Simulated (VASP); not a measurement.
# PtS2 (P-3m1) in VASP: a series of runs, part 2 of 2

VASP 6.6.1. Earlier steps stand in the parts before.

### Step 3. Phonons, PBE

POSCAR

```
PtS2
1.0
    3.5432000000      0.0000000000      0.0000000000
   -1.7716000000      3.0685012107      0.0000000000
    0.0000000000      0.0000000000      5.0388000000
Pt S
1 2
Direct
    0.0000000000      0.0000000000      0.0000000000
    0.6666666667      0.3333333333      0.7730000000
    0.3333333333      0.6666666667      0.2270000000
```

INCAR.step1

```
SYSTEM = PtS2
  PREC = Accurate
  ENCUT = 600
  EDIFF = 1E-8
  ISMEAR = 0
  SIGMA = 0.02
  LREAL = .False.
  LASPH = .True.
  NELM = 100
  ALGO = Normal
  ISIF = 3
  LWAVE = .False.
  LCHARG = .False.
  GGA = PE
  IBRION = 2
  NSW = 40
  EDIFFG = -0.002
```

INCAR.step2

```
SYSTEM = PtS2
  PREC = Accurate
  ENCUT = 600
  EDIFF = 1E-8
  ISMEAR = 0
  SIGMA = 0.02
  LREAL = .False.
  LASPH = .True.
  NELM = 100
  ALGO = Normal
  ISIF = 2
  LWAVE = .False.
  LCHARG = .False.
  GGA = PE
  IBRION = 8
  NSW = 1
```

KPOINTS

```
regular mesh
0
Gamma
  7 7 4
  0 0 0
```

Potentials or basis: VASP PAW PBE potentials, release 64 (Pt, S).

Launch:

```
$ cat potpaw_PBE.64/Pt/POTCAR potpaw_PBE.64/S/POTCAR > POTCAR
$ cp INCAR.step1 INCAR
$ mpirun -np 1 vasp_std > vasp.out
$ cp CONTCAR POSCAR
$ cp INCAR.step2 INCAR
$ mpirun -np 1 vasp_std > vasp.out
```

OUTCAR:

```text
SYSTEM = PtS2
   PREC = Accurate
   ENCUT = 600
   EDIFF = 1E-8
   ISMEAR = 0
   LREAL = .False.
   LASPH = .True.
   NELM = 100
   ISIF = 2
   GGA = PE
   IBRION = 8
   NSW = 1

 ion  position               nearest neighbor table
   1  0.000  0.000  0.000-   2 2.40   3 2.40   2 2.40   3 2.40   2 2.40   3 2.40
   2  0.667  0.333  0.807-   1 2.40   1 2.40   1 2.40
   3  0.333  0.667  0.193-   1 2.40   1 2.40   1 2.40

  LATTYP: Found a hexagonal cell.
 ALAT       =     3.5726981990
 C/A-ratio  =     1.7779368523

  Lattice vectors:

 A1 = (   3.5726981990,   0.0000000000,   0.0000000000)
 A2 = (  -1.7863490995,   3.0940474004,   0.0000000000)
 A3 = (  -0.0000000000,  -0.0000000000,   6.3520317899)

Analysis of symmetry for initial positions (statically):
[... 690 lines left out ...]
          X           Y           Z          XY          YZ          ZX
  --------------------------------------------------------------------------------
  x     0.00000     0.00000     0.00000     6.02098     0.00000   -11.31431
  y     6.02098    -6.02098    -0.00000     0.00000   -12.20018     0.00000
  z   -12.25261   -12.25261   -15.13900    -0.00000    -0.00000     0.00000

 SECOND DERIVATIVES (NOT SYMMETRIZED)
 ------------------------------------
               1X          1Y          1Z          2X          2Y          2Z          3X          3Y          3Z
  1X   -16.686432    0.000000    0.000000    8.343216    0.000000   -0.000000    8.343216    0.000000   -0.000000
  1Y     0.000000  -16.686432   -0.000000    0.000000    8.343216    0.000000    0.000000    8.343216    0.000000
  1Z     0.000000   -0.000000  -18.019078   -0.000000    0.000000    9.009539   -0.000000    0.000000    9.009539
  2X     8.345199   -0.000000   -0.000000   -9.045750   -0.000000    0.000000    0.700551    0.000000   -0.000000
  2Y    -0.000000    8.345199    0.000000   -0.000000   -9.045750   -0.000000    0.000000    0.700551   -0.000000
  2Z    -0.000000    0.000000    9.005416    0.000000   -0.000000  -10.721759   -0.000000   -0.000000    1.716342
  3X     8.345199   -0.000000   -0.000000    0.700551    0.000000   -0.000000   -9.045750   -0.000000    0.000000
  3Y    -0.000000    8.345199    0.000000    0.000000    0.700551   -0.000000   -0.000000   -9.045750   -0.000000
  3Z    -0.000000    0.000000    9.005416   -0.000000   -0.000000    1.716342    0.000000   -0.000000  -10.721759

 Eigenvectors and eigenvalues of the dynamical matrix
 ----------------------------------------------------

   1 f  =    9.736556 THz    61.176587 2PiTHz  324.776555 cm-1    40.267143 meV
             X         Y         Z           dx          dy          dz
      0.000000  0.000000  0.000000    -0.000000   -0.000000   -0.000000
      1.786349  1.031349  5.125477     0.000000    0.000000   -0.707107
     -0.000000  2.062698  1.226555     0.000000    0.000000    0.707107
[... 43 lines left out ...]
   9 f/i=    0.000943 THz     0.005926 2PiTHz    0.031462 cm-1     0.003901 meV
             X         Y         Z           dx          dy          dz
      0.000000  0.000000  0.000000    -0.000000    0.000000    0.867470
      1.786349  1.031349  5.125477    -0.000000    0.000000    0.351779
     -0.000000  2.062698  1.226555    -0.000000    0.000000    0.351779

--------------------------------------------------------------------------------------------------------

 ELASTIC MODULI CONTR FROM IONIC RELAXATION (kBar)
 Direction    XX          YY          ZZ          XY          YZ          ZX
 --------------------------------------------------------------------------------
 XX        -720.5635   -381.0713   -680.5753     -0.0000    343.9527      0.0000
 YY        -381.0713   -720.5635   -680.5753     -0.0000   -343.9527      0.0000
 ZZ        -680.5753   -680.5753   -840.9008     -0.0000     -0.0000      0.0000
 XY          -0.0000     -0.0000     -0.0000   -169.7461      0.0000    318.9778
 YZ         343.9527   -343.9527     -0.0000      0.0000   -696.9434     -0.0000
 ZX           0.0000      0.0000      0.0000    318.9778     -0.0000   -599.4060
 --------------------------------------------------------------------------------
```

Run time: 11 min. Hardware: 1 thread of Intel Xeon Platinum 8488C (Sapphire Rapids), shared host; peak memory 0.52 GiB.

What came out:

| Item | Value |
| --- | --- |
| Relaxed volume | 23.41 Å³/atom |
| Relaxed cell | a = 3.573 Å, b = 3.573 Å, c = 6.352 Å, α = 90.00°, β = 90.00°, γ = 120.00° |
| Space group after relaxing (to 0.05 Å) | P-3m1 (No. 164) |
| Highest phonon frequency at Γ, LO-TO splitting left out | 325 cm⁻¹ |

The path:
```tsv
step	energy change (eV)	largest force (eV/Å)	pressure (GPa)	volume (Å³)
1	0.0000	1.2120	11.15	54.78
2	0.2410	1.3995	-12.60	65.49
3	-0.1410	0.0177	-0.43	58.47
4	-0.1412	0.0550	-0.08	58.33
5	-0.1412	0.0748	0.10	58.26
6	-0.1488	0.0054	0.19	58.35
7	-0.1538	0.1505	0.34	58.49
8	-0.1571	0.1684	0.08	58.94
9	-0.1647	0.2176	-0.63	60.30
10	-0.1725	0.2995	-1.74	63.03
11	-0.1734	0.2896	-1.66	63.09
12	-0.1760	0.2590	-1.43	63.28
13	-0.1805	0.1956	-0.96	63.65
14	-0.1861	0.0605	0.04	64.38
15	-0.1820	0.2457	2.23	65.79
16	-0.1870	0.0468	0.79	64.84
17	-0.1879	0.0463	0.73	65.26
18	-0.1899	0.0489	0.60	66.52
19	-0.1916	0.0712	0.48	69.04
20	-0.1916	0.0844	0.46	70.17
21	-0.1920	0.0229	-0.28	70.34
22	-0.1921	0.0144	-0.03	70.28
23	-0.1921	0.0130	-0.04	70.29
24	-0.1922	0.0087	-0.03	70.26
25	-0.1922	0.0003	-0.01	70.22
```

Final structure:
```yaml
crystal:
  lattice:
    - [3.57270, 0.00000, 0.00000]
    - [-1.78635, 3.09405, 0.00000]
    - [0.00000, 0.00000, 6.35203]
  atoms:
    - { symbol: Pt, position: [0.00000, 0.00000, 0.00000] }
    - { symbol: S, position: [0.66667, 0.33333, 0.80690] }
    - { symbol: S, position: [0.33333, 0.66667, 0.19310] }
```

Phonon frequencies in cm⁻¹ (negative: imaginary):
```tsv
q point	frequencies
(0.000, 0.000, 0.000)	0 0 0 287 287 307 307 319 325
```

Caveat: the volume moved by over 15 % at a fixed basis, so the end points are rough; this functional lacks dispersion, which binds the layers, so the pressure and a relaxed spacing across them are unreliable, and here the layers came unbound. Spin-orbit coupling is left out, which matters for the levels of Pt.

### Step 4. The reference run

An earlier run on the cell as given: functional PBEsol; potentials or basis VASP PAW PBE potentials, release 64 (Pt, S); cutoff 520 eV; k mesh 9 × 9 × 5; occupations fermi-dirac, width 0.05 eV; no spin polarisation.

- Pressure: 6.1 GPa
- Largest force: 0.930 eV/Å
- Band gap on the k mesh: 0.96 eV, indirect (least direct gap 1.00 eV)

### Step 5. Summary

```tsv
task	level	cell	k mesh	cutoff (eV)	smearing	ladder	gap on the mesh (eV)	pressure (GPa)	largest force (eV/Å)
core levels	PBE	as given	9 × 9 × 5	520	gaussian 0.02 eV	-	1.03	11.1	1.21
phonons	PBE	relaxed	7 × 7 × 4	600	gaussian 0.02 eV	-	-	-	-
single point	PBEsol	as given	9 × 9 × 5	520	fermi-dirac 0.05 eV	free	0.96	6.1	0.93
```

Alike in all rows: potentials or basis VASP PAW PBE potentials, release 64 (Pt, S); no spin polarisation.

Caveats: spin-orbit coupling is left out, which moves the levels of the heavy elements (some runs); an odd mesh through Γ misses points on the zone boundary, where band edges often lie (some runs); forces of over 1 eV/Å show positions far from the minimum, so gaps and moduli don't describe the material at rest (some runs); the volume moved by over 15 % at a fixed basis, so the end points are rough (some runs); this functional lacks dispersion, which binds the layers, so the pressure and a relaxed spacing across them are unreliable, and here the layers came unbound (some runs); the PAW data sets were made with another functional, which shifts forces and pressure a little (some runs).

Total energies depend on the potentials used, so only differences within one code and one set of settings carry meaning.
